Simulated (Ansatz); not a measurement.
## Phonon spectrum of BeSe

Method: DFT PBE, scalar-relativistic, plane waves, PAW (Ansatz). Cutoff 420 eV, 8×8×8 k-points (Γ-centred), fixed occupations. No spin polarisation. Phonons by linear response, acoustic sum rule imposed.

Relaxed structure:
```xyz
2
Lattice="0.0000 2.5890 2.5890 2.5890 0.0000 2.5890 2.5890 2.5890 0.0000" Properties=species:S:1:pos:R:3 pbc="T T T"
Be    2.5890    2.5890    2.5890
Se    3.8835    3.8835    3.8835
```

The cell has the zinc blende type, in a space group that the part of the Crystallography Open Database at hand lists for this formula; it was reached from a generator's guess.

Force constants from linear response on a 4×4×4 q mesh.

Path: Γ–X–U | K–Γ–L–W–X. Only the points of the 4×4×4 mesh were computed; the rest is interpolation, which is rough on so few points. On the mesh no mode is imaginary. Distance along the path (Å⁻¹), then the branches (cm⁻¹, negative for imaginary; the LO field is included):
```
0.000  0 0 0 492 492 560
0.152  30 30 45 489 489 561
0.303  58 58 87 482 482 564
0.455  85 85 125 472 472 569
0.607  107 107 157 461 461 575
0.758  124 124 183 451 451 582
0.910  134 134 201 445 445 589
1.062  139 139 213 442 442 594
1.213  141 141 217 442 442 596
1.267  141 142 216 442 442 595
1.321  140 144 216 442 442 592
1.374  140 148 214 443 443 588
1.428  140 154 212 444 444 581
1.482  139 160 210 445 445 574
1.535  138 166 207 446 447 566
1.589  136 172 204 447 449 558
1.642  135 177 201 449 450 550
1.642  135 177 201 449 450 550
1.803  129 182 193 456 457 533
1.964  120 168 191 463 466 526
2.125  107 148 181 470 476 529
2.286  91 125 162 476 481 539
2.447  71 97 134 482 483 551
2.608  48 65 97 485 487 558
2.769  24 33 51 489 490 560
2.929  0 0 0 492 492 560
2.929  0 0 0 492 492 560
3.061  22 22 44 490 490 560
3.192  43 43 86 488 488 559
3.324  62 62 123 484 484 557
3.455  78 78 155 480 480 556
3.586  89 89 181 477 477 554
3.718  96 96 200 476 476 553
3.849  100 100 212 476 476 552
3.980  101 101 216 476 476 552
4.088  102 106 216 475 476 550
4.195  108 119 214 471 477 542
4.302  116 136 210 464 477 534
4.409  126 152 206 456 477 528
4.517  138 165 200 449 477 524
4.624  148 173 195 445 478 521
4.731  158 175 192 443 478 520
4.838  162 174 192 443 478 519
4.914  162 171 194 443 474 525
4.990  159 166 199 443 465 538
5.066  156 159 204 443 458 552
5.142  152 153 208 442 451 566
5.218  148 148 212 442 447 579
5.293  144 144 214 442 444 588
5.369  142 142 216 442 442 594
5.445  141 141 217 442 442 596
```
